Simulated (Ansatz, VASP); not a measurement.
One calculation of C, two programs

```
C
1.0
     0.00000   -1.80237   -1.80237
    -1.80237    0.00000   -1.80237
     1.80237    1.80237   -3.60474
C
4
Direct
  0.73746 0.76617 0.75000
  0.26254 0.23383 0.25000
  0.36246 0.39117 0.87500
  0.88754 0.85883 0.37500
```

Change from the starting cell: mode 4 frozen in at -0.037 Å, equal normal strain along x, y and z +0.0125.

Alike in both runs: task single point; functional r2SCAN; k mesh 12 × 12 × 10; occupations gaussian, width 0.05 eV; no spin polarisation.

|  | VASP | Ansatz |
| --- | --- | --- |
| version | VASP 6.6.1 | Ansatz 0.2.0 |
| potentials or method | VASP PAW PBE potentials, release 64 (C) | scalar-relativistic, plane waves, PAW |
| plane-wave cutoff (eV) | 520 | 520 |
| valence electrons in the cell | 16 | 16 |

VASP gave:

- gap on the k mesh at the Fermi level (eV): 4.27
- least direct gap on the mesh (eV): 5.72
- pressure (GPa): -14.7
- largest component of the traceless stress (GPa): 0.30
- rms of the force components (eV/Å): 0.294

Problem. Estimate Ansatz's values.

Solution. gap on the k mesh at the Fermi level (eV): 4.29; least direct gap on the mesh (eV): 5.76; pressure (GPa): -15.7; largest component of the traceless stress (GPa): 0.30; rms of the force components (eV/Å): 0.295.

Atom by atom the forces differ by 0.001 eV/Å (rms over components).

Caveats: the PAW data sets were made with another functional, which shifts forces and pressure a little (VASP).
